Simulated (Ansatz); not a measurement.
An Ansatz run on a 2-atom cell of BaO started from a crystallographic database left the output below. The starting cell comes from a relaxation with r2SCAN.

Starting structure:
```
Ba O
1.0
     0.00000    2.77194    2.77194
     2.77194    0.00000    2.77194
     2.77194    2.77194    0.00000
Ba O
1 1
Direct
  0.00000 0.00000 0.00000
  0.50000 0.50000 0.50000
```

The output, standing remarks left out:
```
Functional definition: HSE06
Crystal: 2 atoms, lattice volume = 42.597 Å³
Basis set: ecut = 420 eV, 869 PW (Γ)
Bands: 12, of which v1, the nominal top of the filled ones, is band 8 counted from 1 (7 counted from 0)
Symmetry: 48 space group operations
Space group: Fm-3m (ITA 225)
k-points: 16 of 216
preconditioner: auto → none  [insulator: Δε(μ)=3.493 eV  σ=0.020 eV  ℏωp=21.3 eV]
Exchange kernel: α = 0.2500, screened, ω = 0.2079 Å⁻¹, Wigner–Seitz truncation, v(0) = 1046.5336 eV·Å³, q-mesh 6×6×6
relax step 1: F+E_penalty+E_count = -6524.11228863 eV  P = -0.505 GPa  Ω = 42.597 Å³
relax step 2: F+E_penalty+E_count = -6524.11190762 eV  P = +1.098 GPa  Ω = 41.743 Å³  (rejected)
relax step 3: F+E_penalty+E_count = -6524.11308696 eV  P = -0.011 GPa  Ω = 42.325 Å³
relax step 4: F+E_penalty+E_count = -6524.11282867 eV  P = -0.028 GPa  Ω = 42.325 Å³  (SCF on a basis re-selected at this cell)
Free energy (F): -6524.112829 eV
Fermi energy:    9.342768 eV
--- Per-component energies (eV) ---
  E_band       = -38.116314
  E_kinetic    = 346.141861
  E_local      = -560.759432
  E_nonlocal   = 103.476612
  E_hartree    = 201.103335
  E_xc         = -196.174569
  E_vxc        = -186.244952
  E_exx        = -38.289305
  E_paw        = -5397.721052
  E_vpaw       = -66.360797
  E_ewald      = -981.717747
  E_core_change = -0.174887
--- Stress (GPa, compression-positive) ---
       -0.027516       0.000000       0.000000
        0.000000      -0.027516       0.000000
        0.000000       0.000000      -0.027516
  P = ⅓ Tr σ = -0.0275 GPa (-0.275 kbar)
--- Relaxed structure (3 steps of the walk, 2 accepted, 1 SCFs on fresh bases) ---
  F+E_penalty+E_count = -6524.11282867 eV
  cell:  # Å, volume = 42.3247 Å³
    - [0.000000, 2.766015, 2.766015]
    - [2.766015, 0.000000, 2.766015]
    - [2.766015, 2.766015, 0.000000]
  atoms:
    - { symbol: Ba, position: [0.000000, 0.000000, 0.000000] }
    - { symbol: O, position: [0.500000, 0.500000, 0.500000] }
```

Task: Write the input file that gave this output.

Result:
```yaml
crystal:
  # lattice and atoms as above
kpoints:
  mp_grid: { grid: [6, 6, 6] }
hamiltonian:
  xc: hse06
scf:
  occupations: { method: fermi_dirac, width: 0.02 }
relax:
  f_tol: 0.005
  cell: {}
```
The term E_exx shows exact exchange. The relax steps with a changing cell volume need the relax block with cell. Not every key shows in the log; this is the file that was used.

Run as `ansatz run input.yaml --threads 2 --pin off --max-ram 2211MiB --backend cpu --events-out ev --progress --plain --runs-dir out`. Wall time 57 s on 2 threads of Arm Neoverse V2, on a shared host, load about 0.4 per core; peak host memory 1.3 GiB.

(Simulation; spin polarisation is off.)
